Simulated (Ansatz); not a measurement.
# Nb in Ansatz: the effect of functional

The system is Nb.

```
Nb
1.0
    -1.66395    1.66395    1.66395
     1.66395   -1.66395    1.66395
     1.66395    1.66395   -1.66395
Nb
1
Direct
  0.00000 0.00000 0.00000
```

Alike in all runs:

```yaml
Program: Ansatz 0.2.0
Task: projected density of states
Potentials_or_basis: Ansatz PAW
k_mesh: 6 × 6 × 6
Occupations: fermi-dirac, width 0.05 eV
Spin: no spin polarisation
```

| functional | cutoff | pressure (GPa) |
| --- | --- | --- |
| LDA | 420 eV (not typed: the program's choice for these potentials) | -14.8 |
| PBEsol | 420 eV (not typed: the program's choice for these potentials) | ? |
| RPBE | 420 eV (not typed: the program's choice for these potentials) | -2.4 |
| revPBE | 420 eV (not typed: the program's choice for these potentials) | -3.2 |
| BLYP | 420 eV (not typed: the program's choice for these potentials) | 1.0 |
| r2SCAN | 500 eV (not typed: the program's choice for these potentials) | -6.7 |
| HSE06 | 420 eV (not typed: the program's choice for these potentials) | -9.2 |
| PBE0 | 420 eV (not typed: the program's choice for these potentials) | -9.3 |
| r2SCAN0 | 500 eV (not typed: the program's choice for these potentials) | -9.9 |

Q: What does the run with functional PBEsol give?

A: Pressure -11.1 GPa.

Caveats: all runs use coarse meshes; the PAW data sets come from PBE, with cores solved anew for the run's functional, which leaves a small shift of forces and pressure; the density of states is complete only up to the lowest level of the last band computed; the thresholds are loose for stress (some runs).

Runs at the PBE level aren't shown here.
